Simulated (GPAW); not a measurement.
# InP (F-43m) in GPAW: single point with PBE

Aim: the single point of InP with PBE.

Program: GPAW 26.7.0. These are calculated values, not measurements. Logs are shortened: lines on timing, memory, paths and dates and some standing lists are left out, and cuts for length are marked. The log counts tension as positive stress, the text compression.

**What was measured.**

A printed reference work, data compilation reports, for a bulk crystal of InP at 1.6 K: band gap 1.4236 eV (direct).

The results are compared with them further down.

## 1. Starting point

The structure is cubic, space group F-43m (No. 216). Conventional cell: a = 5.861 Å, b = 5.861 Å, c = 5.861 Å, α = 90.00°, β = 90.00°, γ = 90.00°. Around In (site symmetry -43m) lie 4 P at 2.54 Å. P (site symmetry -43m) has 4 In at 2.54 Å as nearest neighbours.

## 2. Single point, PBE

run.py

```python
import spglib
from ase import Atoms
from ase.dft.bandgap import bandgap
from ase.io import read, write
from ase.units import GPa
from gpaw import GPAW, PW

atoms = read('InP.cif')
cell, positions, numbers = spglib.find_primitive(
    (atoms.cell[:], atoms.get_scaled_positions(), atoms.numbers), symprec=1e-4)
atoms = Atoms(numbers, cell=cell, scaled_positions=positions, pbc=True)

calc = GPAW(mode=PW(450),
            xc='PBE',
            kpts={'size': (6, 6, 6), 'gamma': True},
            occupations={'name': 'fermi-dirac', 'width': 0.01},
            nbands=18,
            convergence={'density': 1e-05, 'energy': 1e-05},
            maxiter=150,
            txt='gpaw.txt')
atoms.calc = calc
energy = atoms.get_potential_energy()
forces = atoms.get_forces()
stress = atoms.get_stress()
calc.write('gs.gpw')
write('result.traj', atoms)
print(f'Energy: {energy:.6f} eV')
print('Forces (eV/A):')
print(forces.round(4))
print('Stress (GPa):', (stress / GPa).round(3))
print('Fermi level:', round(calc.get_fermi_level(), 4), 'eV')
print(f'Gap: {bandgap(calc)[0]:.4f} eV, direct: {bandgap(calc, direct=True)[0]:.4f} eV')
```

InP.cif

```cif
data_InP
_cell_length_a 5.86100000
_cell_length_b 5.86100000
_cell_length_c 5.86100000
_cell_angle_alpha 90.00000000
_cell_angle_beta 90.00000000
_cell_angle_gamma 90.00000000
_space_group_name_H-M_alt 'F-43m'
_space_group_name_Hall 'F -4 2 3'
_space_group_IT_number 216
loop_
_space_group_symop_operation_xyz
'x,y,z'
'y,-x,-z'
'-x,-y,z'
'-y,x,-z'
'x,-y,-z'
'y,x,z'
'-x,y,-z'
'-y,-x,z'
'z,x,y'
'-z,y,-x'
'z,-x,-y'
'-z,-y,x'
'-z,x,-y'
'z,y,x'
'-z,-x,y'
'z,-y,-x'
'y,z,x'
'-x,-z,y'
'-y,z,-x'
'x,-z,-y'
'-y,-z,x'
'x,z,y'
'y,-z,-x'
'-x,z,-y'
'x,y+1/2,z+1/2'
'y,-x+1/2,-z+1/2'
'-x,-y+1/2,z+1/2'
'-y,x+1/2,-z+1/2'
'x,-y+1/2,-z+1/2'
'y,x+1/2,z+1/2'
'-x,y+1/2,-z+1/2'
'-y,-x+1/2,z+1/2'
'z,x+1/2,y+1/2'
'-z,y+1/2,-x+1/2'
'z,-x+1/2,-y+1/2'
'-z,-y+1/2,x+1/2'
'-z,x+1/2,-y+1/2'
'z,y+1/2,x+1/2'
'-z,-x+1/2,y+1/2'
'z,-y+1/2,-x+1/2'
'y,z+1/2,x+1/2'
'-x,-z+1/2,y+1/2'
'-y,z+1/2,-x+1/2'
'x,-z+1/2,-y+1/2'
'-y,-z+1/2,x+1/2'
'x,z+1/2,y+1/2'
'y,-z+1/2,-x+1/2'
'-x,z+1/2,-y+1/2'
'x+1/2,y,z+1/2'
'y+1/2,-x,-z+1/2'
'-x+1/2,-y,z+1/2'
'-y+1/2,x,-z+1/2'
'x+1/2,-y,-z+1/2'
'y+1/2,x,z+1/2'
'-x+1/2,y,-z+1/2'
'-y+1/2,-x,z+1/2'
'z+1/2,x,y+1/2'
'-z+1/2,y,-x+1/2'
'z+1/2,-x,-y+1/2'
'-z+1/2,-y,x+1/2'
'-z+1/2,x,-y+1/2'
'z+1/2,y,x+1/2'
'-z+1/2,-x,y+1/2'
'z+1/2,-y,-x+1/2'
'y+1/2,z,x+1/2'
'-x+1/2,-z,y+1/2'
'-y+1/2,z,-x+1/2'
'x+1/2,-z,-y+1/2'
'-y+1/2,-z,x+1/2'
'x+1/2,z,y+1/2'
'y+1/2,-z,-x+1/2'
'-x+1/2,z,-y+1/2'
'x+1/2,y+1/2,z'
'y+1/2,-x+1/2,-z'
'-x+1/2,-y+1/2,z'
'-y+1/2,x+1/2,-z'
'x+1/2,-y+1/2,-z'
'y+1/2,x+1/2,z'
'-x+1/2,y+1/2,-z'
'-y+1/2,-x+1/2,z'
'z+1/2,x+1/2,y'
'-z+1/2,y+1/2,-x'
'z+1/2,-x+1/2,-y'
'-z+1/2,-y+1/2,x'
'-z+1/2,x+1/2,-y'
'z+1/2,y+1/2,x'
'-z+1/2,-x+1/2,y'
'z+1/2,-y+1/2,-x'
'y+1/2,z+1/2,x'
'-x+1/2,-z+1/2,y'
'-y+1/2,z+1/2,-x'
'x+1/2,-z+1/2,-y'
'-y+1/2,-z+1/2,x'
'x+1/2,z+1/2,y'
'y+1/2,-z+1/2,-x'
'-x+1/2,z+1/2,-y'
loop_
_atom_site_label
_atom_site_type_symbol
_atom_site_symmetry_multiplicity
_atom_site_Wyckoff_symbol
_atom_site_fract_x
_atom_site_fract_y
_atom_site_fract_z
_atom_site_occupancy
In1 In 4 a 0.0000000000 0.0000000000 0.0000000000 1
P1 P 4 c 0.2500000000 0.2500000000 0.2500000000 1
```

Potentials or basis: GPAW PAW data sets (gpaw-data 1.2.1), pw.

Launch:

```sh
$ OMP_NUM_THREADS=1 python run.py
```

gpaw.txt:

```text
__  _  _
 | _ |_)|_||  |
 |__||  | ||/\| - 26.7.0

Input parameters:
  mode=PW(ecut=450.00000000000006),
  convergence={'density': 1e-05, 'energy': 1e-05},
  kpts=MonkhorstPack(size=(6, 6, 6), gamma=True),
  maxiter=150,
  nbands=18,
  occupations=Occupations(name='fermi-dirac', width=0.01),
  xc=XC(name='PBE')

Diagonalizing LCAO Hamiltonian
Converting LCAO to pw mode

           P

       In

Atoms  # Å, Bohr magnetons
|   | symbol |        x |        y |        z |    initial magnetic moments |
|---|--------|----------|----------|----------|-----------------------------|
| 0 |     In | 0.000000 | 0.000000 | 0.000000 | ( 0.0000,  0.0000,  0.0000) |
| 1 |      P | 1.465250 | 1.465250 | 1.465250 | ( 0.0000,  0.0000,  0.0000) |

Unit cell  # Å
| periodic |        x |        y |        z |  lengths |    angles |
|----------|----------|----------|----------|----------|-----------|
|      yes | 0.000000 | 2.930500 | 2.930500 | 4.144353 | 60.000000 |
|      yes | 2.930500 | 0.000000 | 2.930500 | 4.144353 | 60.000000 |
|      yes | 2.930500 | 2.930500 | 0.000000 | 4.144353 | 60.000000 |

Number of symmetries: 24
Symmetry operations  # r_c * U_cc + t_c -> r_c
|    | kind |            matrix            |
|----|------|------------------------------|
|  0 |  E   |  1, 0, 0,  0, 1, 0,  0, 0, 1 |
|  1 |  σ   |  1, 0, 0,  0, 0, 1,  0, 1, 0 |
|  2 |  σ   |  1, 0,-1,  0, 1,-1,  0, 0,-1 |
|  3 |  C3  |  1, 0,-1,  0, 0,-1,  0, 1,-1 |
|  4 |  C3  |  1,-1, 0,  0,-1, 1,  0,-1, 0 |
|  5 |  σ   |  1,-1, 0,  0,-1, 0,  0,-1, 1 |
|  6 |  σ   |  0, 1, 0,  1, 0, 0,  0, 0, 1 |
|  7 |  C3  |  0, 1, 0,  0, 0, 1,  1, 0, 0 |
|  8 |  C2  |  0, 1,-1,  1, 0,-1,  0, 0,-1 |
|  9 |  S4  |  0, 1,-1,  0, 0,-1,  1, 0,-1 |
| 10 |  C3  |  0, 0, 1,  1, 0, 0,  0, 1, 0 |
| 11 |  σ   |  0, 0, 1,  0, 1, 0,  1, 0, 0 |
| 12 |  S4  |  0, 0,-1,  1, 0,-1,  0, 1,-1 |
| 13 |  C3  |  0, 0,-1,  0, 1,-1,  1, 0,-1 |
| 14 |  S4  |  0,-1, 1,  1,-1, 0,  0,-1, 0 |
| 15 |  C2  |  0,-1, 1,  0,-1, 0,  1,-1, 0 |
| 16 |  C3  |  0,-1, 0,  1,-1, 0,  0,-1, 1 |
| 17 |  S4  |  0,-1, 0,  0,-1, 1,  1,-1, 0 |
| 18 |  S4  | -1, 1, 0, -1, 0, 1, -1, 0, 0 |
| 19 |  C3  | -1, 1, 0, -1, 0, 0, -1, 0, 1 |
| 20 |  C3  | -1, 0, 1, -1, 1, 0, -1, 0, 0 |
| 21 |  S4  | -1, 0, 1, -1, 0, 0, -1, 1, 0 |
| 22 |  σ   | -1, 0, 0, -1, 1, 0, -1, 0, 1 |
| 23 |  C2  | -1, 0, 0, -1, 0, 1, -1, 1, 0 |

BZ-sampling:
  Number of BZ points: 216
  Number of IBZ points: 16

  Monkhorst-Pack size: [6, 6, 6]
  Monkhorst-Pack shift: [0.08333333333333333, 0.08333333333333333, 0.08333333333333333]

K-points  # in reciprocal-cell coordinates
|     |                                coordinates |     weight |
|-----|--------------------------------------------|------------|
|   0 | (  0.00000000,   0.00000000,   0.00000000) | 0.00462963 |
|   1 | (  0.16666667,   0.16666667,   0.00000000) | 0.02777778 |
|   2 | (  0.16666667,   0.16666667,   0.16666667) | 0.03703704 |
|   3 | (  0.33333333,   0.16666667,   0.16666667) | 0.05555556 |
|   4 | (  0.33333333,   0.33333333,  -0.33333333) | 0.05555556 |
|   5 | (  0.33333333,   0.33333333,   0.00000000) | 0.02777778 |
|   6 | (  0.33333333,   0.33333333,   0.16666667) | 0.11111111 |
|   7 | (  0.33333333,   0.33333333,   0.33333333) | 0.03703704 |
|   8 | (  0.50000000,   0.33333333,  -0.33333333) | 0.11111111 |
|   9 | (  0.50000000,   0.33333333,  -0.16666667) | 0.05555556 |
| ... |                                            |            |
|  15 | (  0.50000000,   0.50000000,   0.50000000) | 0.01851852 |

Plane wave coefficients: 1113
Cutoff: 450.00000000000006 eV

Spin-components: 1 (collinear spins)
Bands:           18
Projectors:      11
Spin-degeneracy: 2
Datatype:        complex128

Density:
  Valence electrons: 18.0
  Components: 1
  Grid points: [21 21 21]
  Charge: 0.0  # |e|

Potential:
  Grid points: [21 21 21]

species:
  In:
    name:    Indium
    Z:       49.0
    valence: 13
    core:    36
    charge:  0.0  # [|e|]
    compensation charges:
      type: gauss
      rc: 0.36  # [Å]
      lmax: 2
    cutoffs:
      filter: 2.09  # [Å]
      core: 2.48  # [Å]
    projectors
    | kind |    occ | energy [eV] | rcut [Å] |
    |------|--------|-------------|----------|
    |   5s |  2.000 |      -8.203 |    1.185 |
    |   5p |  1.000 |      -2.521 |    1.244 |
    |   4d | 10.000 |     -18.629 |    1.148 |
    |    s |        |      19.008 |    1.185 |
    |    p |        |      24.691 |    1.244 |
    |    d |        |       8.583 |    1.148 |

    Using partial waves for In as LCAO basis

  P:
    name:    Phosphorus
    Z:       15.0
    valence: 5
    core:    10
    charge:  0.0  # [|e|]
    compensation charges:
      type: gauss
      rc: 0.30  # [Å]
      lmax: 2
    cutoffs:
      filter: 1.69  # [Å]
      core: 1.81  # [Å]
    projectors
    | kind |    occ | energy [eV] | rcut [Å] |
    |------|--------|-------------|----------|
    |   3s |  2.000 |     -13.968 |    0.953 |
    |   3p |  3.000 |      -5.506 |    0.953 |
    |    s |        |      13.244 |    0.953 |
    |    p |        |      21.705 |    0.953 |
    |    d |        |       0.000 |    0.953 |

    Using partial waves for P as LCAO basis

Reference energy: -169278.333319  # eV

eigensolver:
  PPCG
  Converge bands: occupied
  niter=2

density mixing:
  MSR1-Mixer
  Pratt-step length: 0.05
  Maximum mixing coefficient: 0.75
  Old densities: 10
  SVD Regularization: 0.005
  Good broyden scale: 1.0
  Trust region scale: 1.0
  Backstep threshold: 4.0
  History deletion threshold: 6.0
  Fourier metric: weight=20.0, sigma=0.015

occupation numbers:
  Fermi-Dirac:
    width: 0.0100  # eV

poisson solver:
  ecut: 3600.0000000000005  # eV

xc functional:
  name: PBE with 2 nearest neighbor stencil

convergence criteria:
- Maximum integral of absolute [dens]ity change: 1e-05 electrons / valence electron
- Maximum [total energy] change in last 3 cyles: 1e-05 eV / valence electron
- Maximum integral of absolute [eigenst]ate change: 4e-08 eV^2 / valence electron
maximum number of iterations: 150

SCF iterations
|iter     | |      energy | eigst |  dens |
|---------|-|-------------|-------|-------|
|iter:   1| |   -8.910733 | -0.42 |       |
|iter:   2| |   -8.832830 | -2.35 | -1.11 |
|iter:   3| |   -8.547209 | -1.79 | -1.15 |
|iter:   4| |   -8.547084 | -3.28 | -1.75 |
|iter:   5| |   -8.547141c| -4.04 | -2.25 |
|iter:   6| |   -8.547180c| -5.43 | -3.06 |
|iter:   7| |   -8.547185c| -6.52 | -3.56 |
|iter:   8| |   -8.547185c| -7.96c| -4.63 |
|iter:   9| |   -8.547185c| -8.38c| -5.33c|

Converged in 9 steps
Energy contributions relative to reference atoms: (reference = -169278.333319)

Energy contributions:
  Kinetic:          22.936454
  Coulomb:         -21.009215
  Zero:              0.200248
  External:          0.000000
  Xc:              -10.674672
  Entropy:          -0.000000
  Spinorbit:         0.000000
  ----------------------------
  Free energy:      -8.547185
  Extrapolated:     -8.547185

dipole moment: (-22.455289, -22.455289, -22.455289)  # |e|*Ang

Fermi level: 5.128
Eigenvalues  # (at kpt = [0.000, 0.000, 0.000])
| band index |      eig [eV] | occ [0-2] |
|------------|---------------|-----------|
|          0 |        -9.177 |     2.000 |
|          1 |        -9.177 |     2.000 |
|          2 |        -9.177 |     2.000 |
|          3 |        -9.022 |     2.000 |
|          4 |        -9.022 |     2.000 |
|          5 |        -6.599 |     2.000 |
[... 10 lines left out ...]
|         16 |        16.135 |     0.000 |
|         17 |        16.135 |     0.000 |

Gap: 0.706 eV
Transition (v -> c):
  (s=0, k=0, n=8, [0.00, 0.00, 0.00]) -> (s=0, k=0, n=9, [0.00, 0.00, 0.00])
No difference between direct/indirect transitions

Forces  # eV/Ang
|       x |        y |        z |
|---------|----------|----------|
| 0.00000 | -0.00000 | -0.00000 |  # In   0
| 0.00000 | -0.00000 | -0.00000 |  # P    1

Stress tensor  # eV/Ang^3
|         x |         y |         z |
|-----------|-----------|-----------|
| -0.012249 |  0.000000 | -0.000000 |
|  0.000000 | -0.012249 |  0.000000 |
| -0.000000 |  0.000000 | -0.012249 |

# Writing to gs.gpw (mode='')
```

It took 8.5 s on 1 thread of Arm Neoverse V1, shared host; peak memory 0.14 GiB.

Results:

| Item | Value |
| --- | --- |
| Free energy | -8.5472 eV |
| Pressure | 2.0 GPa |
| Band gap on the k mesh | 0.71 eV, direct |

Levels at points of the mesh, in eV from the valence-band top:
| k point | band 5 | band 6 | band 7 | band 8 | band 9 | band 10 | band 11 | band 12 | band 13 | band 14 |
| --- | --- | --- | --- | --- | --- | --- | --- | --- | --- | --- |
| (0.00, 0.00, 0.00) | -13.95 | -11.52 | 0.00 | 0.00 | 0.00 | 0.71 | 4.06 | 4.06 | 4.06 | 8.60 |
| (0.50, 0.50, 0.00) | -13.91 | -9.14 | -5.75 | -2.34 | -2.34 | 1.76 | 2.27 | 9.21 | 9.56 | 9.56 |
| (0.50, 0.50, 0.50) | -13.93 | -9.79 | -5.74 | -0.98 | -0.98 | 1.50 | 4.79 | 4.79 | 7.10 | 9.49 |

Caveat: the cutoff is short for stress and forces, so pressures can be off by a GPa or more; spin-orbit coupling is left out, which moves the levels of the heavy elements.

## 3. Against experiment

Step 2. Against the measured gap of InP, 1.4236 eV (direct; 1.6 K; a printed reference work, data compilation), the calculated 0.71 eV is off by -0.72 eV. Spin-orbit coupling on In is left out. The value is that of PBE, without temperature or zero-point motion. Semilocal functionals fall short of measured gaps as a rule.
